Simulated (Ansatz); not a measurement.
# InGaP2 (ordered model alloy, started on the GaP lattice) (Ima2): converging the G0W0 gap

Aim: see how the G0W0 gap of InGaP2 (ordered model alloy, started on the GaP lattice) (Ima2) on LDA moves with empty bands and screening cutoff, and what each rung costs.

Calculated with Ansatz 0.2.0; G0W0 on LDA, plane waves, PAW; PAW set soft_1.

## (1) The structure

The structure is orthorhombic, space group Ima2 (No. 46). The conventional cell has a = 7.936 Å, b = 7.949 Å, c = 11.208 Å, α = 90.00°, β = 90.00°, γ = 90.00°. Nearest to Ga lie 4 P at 2.32 to 2.40 Å. In has 4 P at 2.47 to 2.50 Å nearest. Nearest to In lie 4 P at 2.48 to 2.52 Å. Nearest to Ga lie 4 P at 2.36 to 2.40 Å. P has 1 Ga at 2.32 Å and 3 In at 2.47 to 2.48 Å nearest. Nearest to P lie 2 Ga at 2.36 Å and 2 In at 2.50 Å. It derives from GaP. Farther neighbours are not listed.

The structure was relaxed with LDA. The runs that relaxed it are not among those shown.

## (2) 250 empty bands, screening to 46 eV

G0W0 replaces the xc potential by the self-energy, built once from these orbitals. Only a window of levels is corrected, while the sums run over the empty bands that the input names. This step takes PAW set soft_1 files.

Input file input.yaml:

```yaml
crystal:
  lattice:
    - [-0.0047183935, 5.6039885875, -5.6162220775]
    - [5.6162220775, 5.6039885875, 0.0047183935]
    - [5.611503684, 0.0, -5.611503684]
  atoms:
    - { symbol: Ga, position: [0.0002668062, -0.0007024568, 0.0002178253] }
    - { symbol: In, position: [0.000903567, 0.500903567, -0.000903567] }
    - { symbol: In, position: [0.4994471385, 0.500657247, -5.21927e-05] }
    - { symbol: Ga, position: [0.500055848, 5.5848e-05, -5.5848e-05] }
    - { symbol: In, position: [0.000903567, 0.500903567, 0.499096433] }
    - { symbol: In, position: [0.000657247, -0.0005528615, 0.4999478073] }
    - { symbol: Ga, position: [0.500055848, 5.5848e-05, 0.499944152] }
    - { symbol: Ga, position: [0.4992975432, 0.5002668062, 0.5002178253] }
    - { symbol: P, position: [0.8810838277, 0.3576572874, 0.8806294424] }
    - { symbol: P, position: [0.8643543157, 0.8856951228, 0.8855263617] }
    - { symbol: P, position: [0.3701530773, 0.8894193656, 0.8702137786] }
    - { symbol: P, position: [0.3856951228, 0.3643543157, 0.8644241998] }
    - { symbol: P, position: [0.8643543157, 0.8856951228, 0.3644241998] }
    - { symbol: P, position: [0.8576572874, 0.3810838277, 0.3806294424] }
    - { symbol: P, position: [0.3856951228, 0.3643543157, 0.3855263617] }
    - { symbol: P, position: [0.3894193656, 0.8701530773, 0.3702137786] }
kpoints:
  mp_grid: { grid: [2, 2, 2] }
hamiltonian:
  xc: lda
  pseudopotentials: { kind: paw, azcp: { folder: soft_1 }, xc_functional: pbe }
scf:
  occupations: { method: fixed }
gw:
  n_empty_bands: 250
  ecut_chi: 46
  qp_bands: [v4, c4]
  qp_kpoints: band_edges
  screening: { model: contour_deformation }
```

On the command line:

```
ansatz run input.yaml --threads 4 --pin off --max-ram 17510MiB --backend cpu --events-out ev --progress --plain --runs-dir out
```

Numbers of over 12 decimals in the logs are rounded to 6 here.

Output:

```text
Engine: ansatz 0.2.0, aarch64-unknown-linux-gnu
Pseudopotentials: kind: paw
Pseudopotential: Ga, paw, valence charge 13, recommended cutoff 420 eV (normal), soft_1/Ga.paw.azcp
Pseudopotential: In, paw, valence charge 13, recommended cutoff 420 eV (normal), soft_1/In.paw.azcp
Pseudopotential: P, paw, valence charge 5, recommended cutoff 420 eV (normal), soft_1/P.paw.azcp
Functional definition: SPW92
  exchange = slater_x
  correlation = pw_c
Crystal: 16 atoms, lattice volume = 353.521 Å³
Basis set: ecut = 420 eV, 6859 PW (Γ)
Bands: 88, of which v1, the nominal top of the filled ones, is band 72 counted from 1 (71 counted from 0)
Symmetry: 4 space group operations
Space group: Ima2 (ITA 46), of the structure as read, at distance tolerance 7.1e-5 Å
k-points: 5 of 8
Non-local potential: Ga, projectors of the file, l = 0: 2, l = 1: 2, l = 2: 3, l = 3: 1
Non-local potential: In, projectors of the file, l = 0: 2, l = 1: 2, l = 2: 2, l = 3: 1
Non-local potential: P, projectors of the file, l = 0: 2, l = 1: 2, l = 2: 1
PAW form: soft (Blöchl's): semilocal exchange-correlation on the pseudo side does not see the compensation charge
PAW frozen core: Ga, regenerated for the run's functional, and the local potential with it (the file was generated under x = pbe(κ = 0.804, μ = 0.219515), c = pbe(β = 0.066725))
PAW frozen core: In, regenerated for the run's functional, and the local potential with it (the file was generated under x = pbe(κ = 0.804, μ = 0.219515), c = pbe(β = 0.066725))
PAW frozen core: P, regenerated for the run's functional, and the local potential with it (the file was generated under x = pbe(κ = 0.804, μ = 0.219515), c = pbe(β = 0.066725))
PAW one-centre angular grid: Ga, 590 points (default); XC on 64 Gauss nodes
PAW one-centre angular grid: In, 590 points (default); XC on 64 Gauss nodes
PAW one-centre angular grid: P, 110 points (default); XC on 64 Gauss nodes
Initial density: superposition of atomic densities (chi_scale 0.1, normalization cell, long waves kept (reshape's long-wave potential 0.02 eV rms))
Initial wavefunctions: pseudopotential atomic-orbital guess
Functional: x = slater, c = lda
SCF iter   1: F=—  HF=-42469.960301 eV  |F-HF|=—  |Δ(HF+E_count)|=         —  Δρ=3.97e-2  dr2=6.44e0  ethr=3.10e-3  ⟨swp⟩=6.0  Hψ=1657  notcnv=0  defer=68
preconditioner: auto → Resta (q_TF=auto, 2.349 Å⁻¹)  ε∞=4.1  [insulator: Δε(μ)=1.148 eV  Ē_g=13.485 eV  n_scr=64 (ndim 8)  ℏωp=23.7 eV  f_vac=0.000  ε∞_Penn≈4.1]
SCF iter   2: F=—  HF=-42468.326027 eV  |F-HF|=—  |Δ(HF+E_count)|=    1.63e0  Δρ=2.24e-2  dr2=1.57e0  ethr=3.10e-3  ⟨swp⟩=2.4  Hψ=628  notcnv=0  defer=67
SCF iter   3: F=—  HF=-42467.979796 eV  |F-HF|=—  |Δ(HF+E_count)|=   3.46e-1  Δρ=5.05e-3  dr2=1.00e-1  ethr=1.09e-3  ⟨swp⟩=2.4  Hψ=770  notcnv=0  defer=70
SCF iter   4: F=—  HF=-42467.920585 eV  |F-HF|=—  |Δ(HF+E_count)|=   5.92e-2  Δρ=2.37e-3  dr2=2.29e-2  ethr=6.95e-5  ⟨swp⟩=3.0  Hψ=777  notcnv=0  defer=70
SCF iter   5: F=—  HF=-42467.912276 eV  |F-HF|=—  |Δ(HF+E_count)|=   8.31e-3  Δρ=8.02e-4  dr2=2.86e-3  ethr=1.59e-5  ⟨swp⟩=2.0  Hψ=767  notcnv=0  defer=70
SCF iter   6: F=—  HF=-42467.913150 eV  |F-HF|=—  |Δ(HF+E_count)|=   8.74e-4  Δρ=2.72e-4  dr2=2.33e-4  ethr=1.99e-6  ⟨swp⟩=3.0  Hψ=767  notcnv=0  defer=70
SCF iter   7: F=—  HF=-42467.913181 eV  |F-HF|=—  |Δ(HF+E_count)|=   3.10e-5  Δρ=3.33e-5  dr2=3.67e-6  ethr=1.62e-7  ⟨swp⟩=2.0  Hψ=657  notcnv=0  defer=70
SCF iter   8: F=—  HF=-42467.913184 eV  |F-HF|=—  |Δ(HF+E_count)|=   2.80e-6  Δρ=1.65e-5  dr2=8.27e-7  ethr=2.55e-9  ⟨swp⟩=3.0  Hψ=885  notcnv=0  defer=70
SCF iter   9: F=—  HF=-42467.913184 eV  |F-HF|=—  |Δ(HF+E_count)|=   1.46e-7  Δρ=7.98e-6  dr2=1.70e-7  ethr=5.75e-10  ⟨swp⟩=2.0  Hψ=757  notcnv=0  defer=70
SCF iter  10: F=-42467.913184 eV  HF=-42467.913184 eV  |F-HF|=2.77e-8  |Δ(HF+E_count)|=   1.45e-8  Δρ=2.96e-6  dr2=3.93e-8  ethr=6.94e-11  ⟨swp⟩=16.2  Hψ=2250  notcnv=0
SCF 1 converged in 10 iterations: F = -42467.913184 eV  dr2 = 3.93e-8
  greatest PAW one-centre occupation: 0.995 electrons in one spin orbital (limit 2), on the Ga atom at site 3 (counted from 0), in its partial waves of l = 2
NSCF: frozen V_eff on 5 k-points
G₀W₀ screening: q 1/5
[... further progress lines ...]
NSCF: frozen V_eff on 1 k-points
NSCF: frozen V_eff on 1 k-points
[...]
SCF converged after 10 iterations
Free energy (F): -42467.913184 eV
Harris-Foulkes:  -42467.913184 eV  (|F-HF|=2.77e-8)
Internal energy: -42467.913184 eV  (E = F + TS)
E sigma→0 (E₀):  -42467.913184 eV
Fermi energy:    7.250745 eV
--- Per-component energies (eV) ---
  E_band       = -440.931342
  E_kinetic    = 1888.896583
  E_local      = -11999.990066  (includes V_loc(G=0)·N_el)
  E_nonlocal   = 1227.356185
  E_hartree    = 6178.346763
  E_xc         = -1399.751707
  E_vxc        = -1080.825775  (∫ρ·V_xc dr)
  E_paw        = -28180.812058  (= ΣΔE_a)
  E_vpaw       = -2833.059227  (= ΣTr[D̂ρ^β])
  E_aug_tail   = -0.000618  (compensation charges beyond the density's cutoff)
  E_ewald      = -10190.949143
  E_core_change = 8.990877  (= ΣΔE_core)
  E_smearing   = -0.000000  (= −TS)
  E_closure    = 0.000000  (closes the sum)
  Σ components = -42467.913184   (vs F -42467.913184, Δ=0.00e0)
--- Band table (eV; the first three rows and the last of 5) ---
  k-point 0: bands = [... 68 lower, 6.3590, 7.1567, 7.2309, 7.2507, 8.0100, 8.3122, 8.5250, 8.5807, ... 12 higher]
  k-point 1: bands = [... 68 lower, 6.5399, 6.5399, 6.6492, 6.6492, 8.8418, 8.8418, 9.4050, 9.4050, ... 12 higher]
  k-point 2: bands = [... 68 lower, 6.4280, 6.4325, 6.7443, 6.7533, 8.5933, 9.1338, 9.2761, 9.3059, ... 12 higher]
  k-point 4: bands = [... 68 lower, 5.9302, 6.0355, 6.0427, 6.3101, 9.1720, 9.3203, 10.0656, 10.0978, ... 12 higher]
--- G₀W₀: contour deformation, 6 samples at zero and on the imaginary axis and 1 off it, 8 q-points, 250 empty bands' worth ---
  eigenvalues of the whole cell's RPA ε∞ on this k-mesh (on a slab, of 1 + 4πα/V) = 30.4963, 32.7372, 34.4779; static W/v taken at q = 0 is 0.030737
  gw.qp_kpoints: band_edges: 5 of 5 stored k-points solved, in 1 pass; an edge of the gap read off the rows below is read off those points alone
  `?` marks the rows in doubt; gw_qp.tsv's column doubts and the gw_qp event give each row's grounds
    ik  band        ε_KS         Σx   Σc(E_QP)       V_xc       Z   E_QP_lin       E_QP  E_QP is
     0    69      6.3590   -16.6165     2.1264   -14.6365  0.7482     6.5048     6.5054  root
     0    70      7.1567   -16.9692     1.7996   -15.3674  0.7544     7.3534     7.3545  root
     0    71      7.2309   -17.0596     1.8275   -15.4317  0.7545     7.4294     7.4304  root
     0    72      7.2507   -17.1934     1.8527   -15.5475  0.7543     7.4564     7.4575  root
     0    73      8.0100   -10.0315    -3.6456   -14.6832  0.7655     9.0034     9.0161  root
     0    74      8.3122    -8.9740    -3.5989   -13.4110  0.7687     9.1433     9.1503  root
     0    75      8.5250    -8.8438    -3.6989   -13.3989  0.7688     9.3732     9.3812  root
     0    76      8.5807    -7.5938    -3.7207   -11.8932  0.7740     9.1807     9.1593  root
     1    69      6.5399   -16.7256     1.9997   -14.8884  0.7508     6.7016     6.7023  root
     1    70      6.5399   -16.7256     1.9997   -14.8884  0.7508     6.7016     6.7023  root
     1    71      6.6492   -16.7375     1.9979   -14.9096  0.7512     6.8184     6.8192  root
     1    72      6.6492   -16.7375     1.9979   -14.9096  0.7512     6.8184     6.8192  root
     1    73      8.8418    -8.7206    -3.7789   -13.3685  0.7658     9.7030     9.7108  root
     1    74      8.8418    -8.7206    -3.7789   -13.3685  0.7658     9.7030     9.7108  root
     1    75      9.4050    -7.6002    -3.8462   -12.0722  0.7693    10.0607    10.0308  root ?
     1    76      9.4050    -7.6002    -3.8462   -12.0722  0.7693    10.0607    10.0308  root ?
     2    69      6.4280   -16.6567     2.0209   -14.7857  0.7496     6.5774     6.5780  root
     2    70      6.4325   -16.6819     2.0263   -14.8057  0.7497     6.5820     6.5826  root
     2    71      6.7443   -16.7629     1.9743   -14.9699  0.7519     6.9247     6.9257  root
     2    72      6.7533   -16.7791     1.9756   -14.9854  0.7520     6.9343     6.9352  root
     2    73      8.5933    -8.8845    -3.7277   -13.5021  0.7638     9.4741     9.4832  root
     2    74      9.1338    -8.4585    -3.8198   -13.1055  0.7681     9.9562     9.9611  root
     2    75      9.2761    -7.4626    -3.8482   -11.9273  0.7674     9.9208     9.8926  root
     2    76      9.3059    -7.5490    -3.8576   -12.0339  0.7671     9.9635     9.9331  root ?
     3    69      5.8493   -16.4934     2.2154   -14.3973  0.7452     5.9682     5.9687  root
     3    70      6.0091   -16.5296     2.1574   -14.5037  0.7472     6.1400     6.1405  root
     3    71      6.1580   -16.4223     2.1383   -14.4180  0.7468     6.2914     6.2919  root
     3    72      6.3351   -16.4647     2.0736   -14.5414  0.7489     6.4847     6.4854  root
     3    73      9.2003    -7.7134    -3.8237   -12.2191  0.7673     9.9296     9.8823  root ?
     3    74      9.2046    -7.1961    -3.8530   -11.6944  0.7686     9.8847     9.8498  root ?
     3    75      9.8939    -8.0886    -3.9813   -12.8784  0.7618    10.7022    10.7025  root ?
     3    76      9.8973    -8.0818    -4.0071   -12.8878  0.7606    10.6982    10.6963  root ?
     4    69      5.9302   -16.4488     2.1930   -14.3773  0.7453     6.0513     6.0517  root
     4    70      6.0355   -16.4817     2.1466   -14.4666  0.7467     6.1664     6.1670  root
     4    71      6.0427   -16.4834     2.1495   -14.4656  0.7468     6.1738     6.1742  root
     4    72      6.3101   -16.5099     2.0806   -14.5803  0.7496     6.4604     6.4611  root
     4    73      9.1720    -7.4420    -3.8404   -11.9458  0.7675     9.8754     9.8353  root ?
     4    74      9.3203    -7.2531    -3.8220   -11.7251  0.7717    10.0062     9.9704  root ?
     4    75     10.0656    -7.8745    -4.0833   -12.6634  0.7600    10.8311    10.7712  root ?
     4    76     10.0978    -8.1138    -4.0259   -12.9679  0.7607    10.9231    10.9260  root
```

Elapsed: 60 s, on 4 threads of Arm Neoverse V1, shared host; peak memory 2 GiB.

Numbers from this step:

```
bands summed                                 : 322
RPA ε∞ on this mesh (eigenvalues)            : 30.50, 32.74, 34.48
plane waves in the screening matrix          : 259
q-points in the mesh                         : 8
G0W0 gap on the mesh                         : 1.559 eV
k of the valence top                         : 0, 0, 0
k of the conduction bottom                   : 0, 0, 0
starting gap on the mesh                     : 0.7593 eV
Z at the valence top                         : 0.7543
Z at the conduction bottom                   : 0.7655
least direct G0W0 gap on the computed points : 1.559 eV
```

The gap on the mesh goes from 0.76 eV to 1.56 eV, a correction of +0.80 eV. Between the two edge states, bare exchange in place of the xc potential would open the gap by 6.30 eV, and correlation takes back 5.50 eV.

## (3) 989 empty bands, screening to 115 eV

Another rung: the empty bands reach about as high as the screening cutoff, so the two stay in balance.

Edit input.yaml of step 2 so:

```diff
@@ -30,4 +30,4 @@
 gw:
-  n_empty_bands: 250
-  ecut_chi: 46
+  n_empty_bands: 989
+  ecut_chi: 115.0
   qp_bands: [v4, c4]
```

Output:

```text
[...]
Crystal: 16 atoms, lattice volume = 353.521 Å³
Basis set: ecut = 420 eV, 6859 PW (Γ)
Bands: 88, of which v1, the nominal top of the filled ones, is band 72 counted from 1 (71 counted from 0)
Symmetry: 4 space group operations
[...]
k-points: 5 of 8
[...]
SCF iter   1: F=—  HF=-42469.960301 eV  |F-HF|=—  |Δ(HF+E_count)|=         —  Δρ=3.97e-2  dr2=6.44e0  ethr=3.10e-3  ⟨swp⟩=6.0  Hψ=1657  notcnv=0  defer=68
[...]
SCF iter  10: F=-42467.913184 eV  HF=-42467.913184 eV  |F-HF|=2.77e-8  |Δ(HF+E_count)|=   1.45e-8  Δρ=2.96e-6  dr2=3.93e-8  ethr=6.94e-11  ⟨swp⟩=16.2  Hψ=2250  notcnv=0
SCF 1 converged in 10 iterations: F = -42467.913184 eV  dr2 = 3.93e-8
[...]
NSCF: frozen V_eff on 5 k-points
G₀W₀ screening: q 1/5
[... further progress lines ...]
[...]
SCF converged after 10 iterations
Free energy (F): -42467.913184 eV
[...]
Internal energy: -42467.913184 eV  (E = F + TS)
E sigma→0 (E₀):  -42467.913184 eV
Fermi energy:    7.250745 eV
[...]
--- Band table (eV; the first three rows and the last of 5) ---
  k-point 0: bands = [... 68 lower, 6.3590, 7.1567, 7.2309, 7.2507, 8.0100, 8.3122, 8.5250, 8.5807, ... 12 higher]
  k-point 1: bands = [... 68 lower, 6.5399, 6.5399, 6.6492, 6.6492, 8.8418, 8.8418, 9.4050, 9.4050, ... 12 higher]
  k-point 2: bands = [... 68 lower, 6.4280, 6.4325, 6.7443, 6.7533, 8.5933, 9.1338, 9.2761, 9.3059, ... 12 higher]
  k-point 4: bands = [... 68 lower, 5.9302, 6.0355, 6.0427, 6.3101, 9.1720, 9.3203, 10.0656, 10.0978, ... 12 higher]
[...]
bands read: the sum over 1061 bands ends inside a degenerate multiplet in 1 slot, whose members it reads at an even weight; the widest, k=1: bands 1061 to 1062 (counted from 1) at 1/2 each
[...]
0    69      6.3590   -16.6165     1.6636   -14.6365  0.7420     6.0388     6.0427  root
     0    70      7.1567   -16.9692     1.3266   -15.3674  0.7475     6.8789     6.8815  root
     0    71      7.2309   -17.0596     1.3487   -15.4317  0.7475     6.9490     6.9517  root
     0    72      7.2507   -17.1934     1.3658   -15.5475  0.7471     6.9679     6.9707  root
     0    73      8.0100   -10.0315    -4.1612   -14.6832  0.7603     8.5120     8.5005  root
     0    74      8.3122    -8.9740    -4.0393   -13.4110  0.7646     8.7164     8.7098  root
     0    75      8.5250    -8.8438    -4.1444   -13.3989  0.7647     8.9429     8.9357  root
     0    76      8.5807    -7.5938    -4.0329   -11.8932  0.7711     8.8496     8.8471  root
[...]
4    73      9.1720    -7.4420    -4.1737   -11.9458  0.7645     9.5064     9.5020  root
     4    74      9.3203    -7.2531    -4.1583   -11.7251  0.7689     9.6379     9.6340  root
     4    75     10.0656    -7.8745    -4.4293   -12.6634  0.7571    10.4302    10.4251  root
     4    76     10.0978    -8.1138    -4.4553   -12.9679  0.7568    10.5038    10.4966  root
```

The job ended after 9.8 min (4 threads; peak memory 8.3 GiB; 38 min of CPU time).

Numbers from this step:

```
bands summed                                 : 1061
RPA ε∞ on this mesh (eigenvalues)            : 29.75, 31.97, 33.65
plane waves in the screening matrix          : 965
q-points in the mesh                         : 8
G0W0 gap on the mesh                         : 1.530 eV
k of the valence top                         : 0, 0, 0
k of the conduction bottom                   : 0, 0, 0
starting gap on the mesh                     : 0.7593 eV
Z at the valence top                         : 0.7471
Z at the conduction bottom                   : 0.7603
least direct G0W0 gap on the computed points : 1.530 eV
```

Against the run with 2×2×2 mesh, 250 empty bands, screening to 46 eV, PAW set soft_1 files, the gap moves by −0.03 eV.

## (4) The runs together

Times are wall times on 4 threads of Arm Neoverse V1, shared host, good to a factor of about two.

```csv
mesh,files,frequency,bands summed,cutoff (eV),start (eV),G0W0 (eV),time,host memory (GiB)
2×2×2,PAW set soft_1,contour deformation,322,46,0.759,1.559,60 s,2.0
2×2×2,PAW set soft_1,contour deformation,1061,115,0.759,1.530,9.8 min,8.3
```

How the two edges are built up, in eV (the quasiparticle level is the starting level plus Σx plus Σc less Vxc):

```csv
run,edge,start,Σx,Σc,Vxc,Z,QP
322 bands,valence top,7.25,-17.19,1.85,-15.55,0.75,7.46
322 bands,conduction bottom,8.01,-10.03,-3.65,-14.68,0.77,9.02
1061 bands,valence top,7.25,-17.19,1.37,-15.55,0.75,6.97
1061 bands,conduction bottom,8.01,-10.03,-4.16,-14.68,0.76,8.50
```

## (5) Results

| Item | Value |
| --- | --- |
| 322 bands, 46 eV | 1.559 eV |
| 1061 bands, 115 eV | 1.530 eV |
| estimated limit in bands and cutoff | 1.52 eV |
| mesh and start | 2×2×2, LDA |

In words: A line in one over the bands through the two rungs gives 1.52 eV, −0.01 eV from the top rung; with two points alone it is an unchecked estimate. The rungs stand 0.04 eV (322 bands) and 0.01 eV (1061 bands) from it. From 322 to 1061 bands the gap moves by −0.03 eV while the time grows 9.7-fold. Σc changes by −0.49 eV at the valence top and −0.52 eV at the conduction bottom, so the levels themselves move more than the gap between them. The 2×2×2 mesh is coarse for this cell (its supercell is 16 Å along the shortest edge). The RPA ε∞ on it, from the LDA start, is 29.75, 31.97 and 33.65; such meshes misread the long-range screening, most where the gap is narrow. The RPA ε∞ on this mesh reaches over 25; with a narrow direct gap a coarse mesh can overstate it, and the correction is then too small. The many-body steps are scalar-relativistic: spin-orbit coupling is not in them.

[Paths, hosts, dates, memory and timing lines, banners, echoed tables and standing remarks are left out of the program output.]

[Logs are printed without paths, hosts, clocks, repeated set-up lines and the standing remarks that a program may print on its own settings, such as how far it seeks lower states.]

[Runs of the session that timed out or met a known fault of the program may be left out.]

[Cells called generated may have been cut or substituted from an entry of the Crystallography Open Database or the Materials Project.]

[Hosts, paths, dates, database ids (printed as entryN), source tags and the programs' standing remarks are cut or masked in the printed files.]
